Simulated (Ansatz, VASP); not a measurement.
Two plane-wave programs on PbF2

```
CELL_PARAMETERS angstrom
0.11879 3.05434 3.05434
3.05434 0.11879 3.05434
3.05434 3.05434 0.11879
ATOMIC_POSITIONS crystal
Pb 0.99067 0.99067 0.99067
F 0.22602 0.22602 0.22602
F 0.78331 0.78331 0.78331
```

Alike in both runs: task single point; functional PBEsol; k mesh 8 × 8 × 8; occupations gaussian, width 0.02 eV; no spin polarisation.

|  | VASP | Ansatz |
| --- | --- | --- |
| version | VASP 6.6.1 | Ansatz 0.2.0 |
| potentials or method | VASP PAW PBE potentials, release 64 (Pb_d, F) | scalar-relativistic, plane waves, PAW |
| plane-wave cutoff (eV) | 520 | 420 |
| valence electrons in the cell | 28 | 28 |

|  | VASP | Ansatz | Ansatz less VASP |
| --- | --- | --- | --- |
| gap on the k mesh at the Fermi level (eV) | 3.20 | 3.21 | +0.007 |
| least direct gap on the mesh (eV) | 3.88 | 3.89 | +0.005 |
| pressure (GPa) | -0.8 | -0.7 | +0.19 |
| largest component of the traceless stress (GPa) | 1.38 | 1.30 | -0.078 |
| rms of the force components (eV/Å) | 0.706 | 0.695 | -0.0117 |

Atom by atom the forces differ by 0.016 eV/Å (rms over components).

Caveats: the PAW data sets were made with another functional, which shifts forces and pressure a little (VASP); spin-orbit coupling is left out, which as a rule narrows the gap of such compounds by several tenths of an eV. A k mesh can miss the band edges.
